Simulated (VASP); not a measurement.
# GaSb (Immm) in VASP: further runs

The runs below take GaSb through single point, with PBE.

Everything below comes from runs of VASP 6.6.1. Logs are shortened: lines on timing, memory, paths and dates and some standing lists are left out, and cuts for length are marked.

### Step 1. The structure

The structure is orthorhombic, space group Immm (No. 71). The conventional cell has a = 3.112 Å, b = 5.350 Å, c = 5.787 Å, α = 90.00°, β = 90.00°, γ = 90.00°. Sb (site symmetry mmm) is surrounded by 6 Ga at 2.89 to 3.09 Å and 2 Sb at 3.11 Å. Ga (site symmetry mmm) has 6 Sb at 2.89 to 3.09 Å and 2 Ga at 3.11 Å as nearest neighbours.

Measurements of this composition are mostly on another form, of space group No. 216.

### Step 2. Single point, PBE, spin-orbit coupling, no magnetisation

Contents of INCAR:

```
SYSTEM = GaSb
ALGO = Normal ; EDIFF = 1E-7
ENCUT = 600 ; GGA = PE
GGA_COMPAT = .False. ; ISIF = 2
ISMEAR = 0 ; LASPH = .True.
LCHARG = .False. ; LNONCOLLINEAR = .True.
LORBIT = 11 ; LREAL = .False.
LSORBIT = .True. ; LWAVE = .False.
MAGMOM = 0 0 0 0 0 0 ; NBANDS = 34
NELM = 100 ; PREC = Accurate
SIGMA = 0.02
```

Contents of KPOINTS:

```
k-points
0
Gamma
  4 4 4
  0 0 0
```

Contents of POSCAR:

```
GaSb
1.0
   -1.5559010000      2.6750030000      2.8933130000
    1.5559010000     -2.6750030000      2.8933130000
    1.5559010000      2.6750030000     -2.8933130000
Sb Ga
1 1
Direct
    0.5000000000      0.5000000000      0.0000000000
    0.0000000000      0.0000000000      0.0000000000
```

Potentials or basis: VASP PAW PBE potentials, release 64 (Sb, Ga_d).

On the command line:

```sh
> cat potpaw_PBE.64/Sb/POTCAR potpaw_PBE.64/Ga_d/POTCAR > POTCAR
> mpirun -np 1 vasp_ncl > vasp.out
```

OUTCAR:

```text
SYSTEM = GaSb
   EDIFF = 1E-7
   ENCUT = 600
   GGA = PE
   ISIF = 2
   ISMEAR = 0
   LASPH = .True.
   LNONCOLLINEAR = .True.
   LORBIT = 11
   LREAL = .False.
   LSORBIT = .True.
   NELM = 100
   PREC = Accurate

 Found     18 irreducible k-points:

 Following reciprocal coordinates:
            Coordinates               Weight
  0.000000  0.000000  0.000000      1.000000
  0.250000  0.000000 -0.000000      4.000000
  0.500000  0.000000 -0.000000      2.000000
  0.000000  0.250000  0.000000      4.000000
  0.250000  0.250000 -0.000000      8.000000
  0.500000  0.250000 -0.000000      8.000000
   k-points           NKPTS =     18   k-points in BZ     NKDIM =     18   number of bands    NBANDS=     34
   number of dos      NEDOS =    301   number of ions     NIONS =      2
   total plane-waves  NPLWV =  46656
   dimension x,y,z NGX =    36 NGY =   36 NGZ =   36
   dimension x,y,z NGXF=    72 NGYF=   72 NGZF=   72
   ions per type =               1   1
   NGX,Y,Z   is equivalent  to a cutoff of  14.13, 14.13, 14.13 a.u.
   NGXF,Y,Z  is equivalent  to a cutoff of  28.25, 28.25, 28.25 a.u.
 SYSTEM =  GaSb
   PREC   = accura    normal or accurate (medium, high low for compatibility)
   ISTART =      0    job   : 0-new  1-cont  2-samecut
   ICHARG =      2    charge: 1-file 2-atom 10-const
   ISPIN  =      1    spin polarized calculation?
   LNONCOLLINEAR =      T non collinear calculations
   LSORBIT =      T    spin-orbit coupling
   LASPH  =      T    aspherical Exc in radial PAW
   ENCUT  =  600.0 eV  44.10 Ry    6.64 a.u.   8.46  8.46  8.46*2*pi/ulx,y,z
   NELM   =    100;   NELMIN=  2; NELMDL= -5     # of ELM steps
   EDIFF  = 0.1E-06   stopping-criterion for ELM
   LREAL  =      F    real-space projection
   EDIFFG = 0.1E-05   stopping-criterion for IOM
   NSW    =      0    number of steps for IOM
   IBRION =     -1    ionic relax: 0-MD 1-quasi-New 2-CG
   NFREE  =      0    steps in history (QN), initial steepest desc. (CG)
   ISIF   =      2    stress and relaxation
   ISYM   =      2    0-nonsym 1-usesym 2-fastsym
   POTIM  = 0.5000    time-step for ionic-motion
   TEBEG  =    0.0;   TEEND  =   0.0 temperature during run
   PSTRESS=    0.0 pullay stress
   NELECT =      18.0000    total number of electrons
   NUPDOWN=      -1.0000    fix difference up-down
   EMIN   =  10.00;   EMAX   =-10.00  energy-range for DOS
   EFERMI =   0.00;   METHOD = LEGACY
   ISMEAR =     0;   SIGMA  =   0.02  broadening in eV -4-tet -1-fermi 0-gaus
   EFERMI_NEDOS =   21; number of points for ismear=-14 and -15
   IALGO  =     38    algorithm
   IMIX   =      4    mixing-type and parameters
     AMIX     =   0.40;   BMIX     =  1.00
     AMIX_MAG =   1.60;   BMIX_MAG =  1.00
  volume/ion in A,a.u.               =      24.08       162.53
  Fermi-wavevector in a.u.,A,eV,Ry     =   1.179176  2.228319 18.918287  1.390455
  Thomas-Fermi vector in A             =   2.315491
   LORBIT       =     11    0 simple, 1 ext, 2 COOP (PROOUT), +10 PAW based schemes
[... 251 lines left out ...]
  energy-cutoff  :      600.00
  volume of cell :       48.17
      direct lattice vectors                 reciprocal lattice vectors
    -1.555901000  2.675003000  2.893313000     0.000000000  0.186915678  0.172812274
     1.555901000 -2.675003000  2.893313000     0.321357207  0.000000000  0.172812274
     1.555901000  2.675003000 -2.893313000     0.321357207  0.186915678  0.000000000

 POSITION                                       TOTAL-FORCE (eV/Angst)
 -----------------------------------------------------------------------------------
      0.00000      0.00000      2.89331         0.000000     -0.000000     -0.000000
      0.00000      0.00000      0.00000        -0.000000      0.000000      0.000000
 -----------------------------------------------------------------------------------
    total drift:                                0.000000      0.000000     -0.000000

  FREE ENERGIE OF THE ION-ELECTRON SYSTEM (eV)
  ---------------------------------------------------
  free  energy   TOTEN  =        -6.9424235312 eV

  energy  without entropy=       -6.9417158908  energy(sigma->0) =       -6.94206971

 Spin-Orbit-Coupling matrix elements

 Ion:    1  E_soc:     -0.1459148
 l=   1
     0.0000000    -0.0251791    -0.0233048
    -0.0251791     0.0000000    -0.0240099
    -0.0233048    -0.0240099     0.0000000
 l=   2
     0.0000000    -0.0000128     0.0000000    -0.0000194    -0.0001742
    -0.0000128     0.0000000    -0.0000661    -0.0000109    -0.0000246
     0.0000000    -0.0000661     0.0000000    -0.0001198     0.0000000
    -0.0000194    -0.0000109    -0.0001198     0.0000000    -0.0000360
    -0.0001742    -0.0000246     0.0000000    -0.0000360     0.0000000
 l=   3
     0.0000000     0.0000000     0.0000000     0.0000000     0.0000000     0.0000000     0.0000000
     0.0000000     0.0000000     0.0000000     0.0000000     0.0000000     0.0000000     0.0000000
     0.0000000     0.0000000     0.0000000     0.0000000     0.0000000     0.0000000     0.0000000
     0.0000000     0.0000000     0.0000000     0.0000000     0.0000000     0.0000000     0.0000000
     0.0000000     0.0000000     0.0000000     0.0000000     0.0000000     0.0000000     0.0000000
     0.0000000     0.0000000     0.0000000     0.0000000     0.0000000     0.0000000     0.0000000
     0.0000000     0.0000000     0.0000000     0.0000000     0.0000000     0.0000000     0.0000000

 Ion:    2  E_soc:     -0.0111807
 l=   1
     0.0000000    -0.0012509    -0.0008539
    -0.0012509     0.0000000    -0.0011339
    -0.0008539    -0.0011339     0.0000000
 l=   2
     0.0000000    -0.0001570     0.0000000    -0.0001576    -0.0006486
    -0.0001570     0.0000000    -0.0004429    -0.0001698    -0.0001556
     0.0000000    -0.0004429     0.0000000    -0.0004534     0.0000000
    -0.0001576    -0.0001698    -0.0004534     0.0000000    -0.0001666
    -0.0006486    -0.0001556     0.0000000    -0.0001666     0.0000000
 l=   3
     0.0000000     0.0000000     0.0000000     0.0000000     0.0000000     0.0000000     0.0000000
     0.0000000     0.0000000     0.0000000     0.0000000     0.0000000     0.0000000     0.0000000
     0.0000000     0.0000000     0.0000000     0.0000000     0.0000000     0.0000000     0.0000000
     0.0000000     0.0000000     0.0000000     0.0000000     0.0000000     0.0000000     0.0000000
     0.0000000     0.0000000     0.0000000     0.0000000     0.0000000     0.0000000     0.0000000
     0.0000000     0.0000000     0.0000000     0.0000000     0.0000000     0.0000000     0.0000000
     0.0000000     0.0000000     0.0000000     0.0000000     0.0000000     0.0000000     0.0000000

 total charge

# of ion       s       p       d       tot
------------------------------------------
    1        1.193   1.161   0.038   2.393
    2        0.990   0.516   9.957  11.463
--------------------------------------------------
tot          2.183   1.678   9.995  13.856

 magnetization (x)

# of ion       s       p       d       tot
------------------------------------------
    1        0.000   0.000   0.000   0.000
    2        0.000   0.000   0.000   0.000
--------------------------------------------------
tot          0.000   0.000   0.000   0.000

 magnetization (y)

# of ion       s       p       d       tot
------------------------------------------
    1        0.000   0.000   0.000   0.000
    2        0.000   0.000   0.000   0.000
--------------------------------------------------
tot          0.000   0.000   0.000   0.000

 magnetization (z)

# of ion       s       p       d       tot
------------------------------------------
    1        0.000   0.000   0.000   0.000
    2       -0.000   0.000   0.000  -0.000
--------------------------------------------------
tot         -0.000   0.000   0.000  -0.000
```

OSZICAR:

```text
N       E                     dE             d eps       ncg     rms          rms(c)
DAV:   1     0.133180907817E+03    0.13318E+03   -0.83531E+03  1380   0.156E+03
DAV:   2     0.116160490114E+02   -0.12156E+03   -0.11467E+03  1256   0.418E+02
DAV:   3    -0.632700003925E+01   -0.17943E+02   -0.17518E+02  1502   0.110E+02
DAV:   4    -0.695759542018E+01   -0.63060E+00   -0.62770E+00  1410   0.212E+01
DAV:   5    -0.697126452822E+01   -0.13669E-01   -0.13666E-01  1696   0.317E+00    0.268E+00
DAV:   6    -0.694493469960E+01    0.26330E-01   -0.52862E-02  1606   0.352E+00    0.152E+00
DAV:   7    -0.694270952154E+01    0.22252E-02   -0.10376E-02  1744   0.859E-01    0.899E-01
DAV:   8    -0.694245257520E+01    0.25695E-03   -0.89565E-04  1534   0.243E-01    0.203E-01
DAV:   9    -0.694242170563E+01    0.30870E-04   -0.47929E-04  1568   0.265E-01    0.334E-02
DAV:  10    -0.694242204880E+01   -0.34317E-06   -0.57084E-05  1538   0.927E-02    0.107E-02
DAV:  11    -0.694242357543E+01   -0.15266E-05   -0.48231E-06  1448   0.265E-02    0.393E-03
DAV:  12    -0.694242353120E+01    0.44230E-07   -0.42210E-07  1504   0.598E-03
   1 F= -.69424235E+01 E0= -.69420697E+01  d E =-.707640E-03  mag=    -0.0000     0.0000    -0.0000
```

Run time: 96 s. Hardware: 1 thread of Intel Xeon Platinum 8259CL at 2.50GHz (Skylake/Cascade Lake), shared host; peak memory 0.39 GiB.

These settings aren't checked as converged: the numbers below hold their error.

Results:

```yaml
Free_energy: -6.9424 eV
Pressure: -0.9 GPa
Valence_electrons_inside_the_program's_atomic_spheres: Sb 2.39; Ga 11.46
```

Caveat: the k mesh is coarse (spacing up to 0.58 Å⁻¹), so the values aren't converged.

### Step 3. Single point, PBE, spin-orbit coupling, no magnetisation

INCAR, as its differences from that of step 2:

```diff
@@ -2,3 +2,3 @@
 ALGO = Normal ; EDIFF = 1E-7
-ENCUT = 600 ; GGA = PE
+ENCUT = 300 ; GGA = PE
 GGA_COMPAT = .False. ; ISIF = 2
```

Contents of KPOINTS:

```
k-points
0
Gamma
  6 6 6
  0 0 0
```

POSCAR is that of step 2.

Potentials or basis: VASP PAW PBE potentials, release 64 (Sb, Ga_d).

On the command line:

```sh
> cat potpaw_PBE.64/Sb/POTCAR potpaw_PBE.64/Ga_d/POTCAR > POTCAR
> mpirun -np 1 vasp_ncl > vasp.out
```

Wall time 61 s (1 thread of Intel Xeon Platinum 8259CL at 2.50GHz (Skylake/Cascade Lake), shared host); peak memory 0.22 GiB.

These settings aren't checked as converged: the numbers below hold their error.

What came out:

```yaml
Free_energy: -7.0647 eV
Valence_electrons_inside_the_program's_atomic_spheres: Sb 2.39; Ga 11.49
```

Caveat: the k mesh is coarse (spacing up to 0.39 Å⁻¹), so the values aren't converged; the cutoff is under 1.25 times the usual one of these potentials, so pressure, stress and relaxed cells hold a basis-set (Pulay) error.
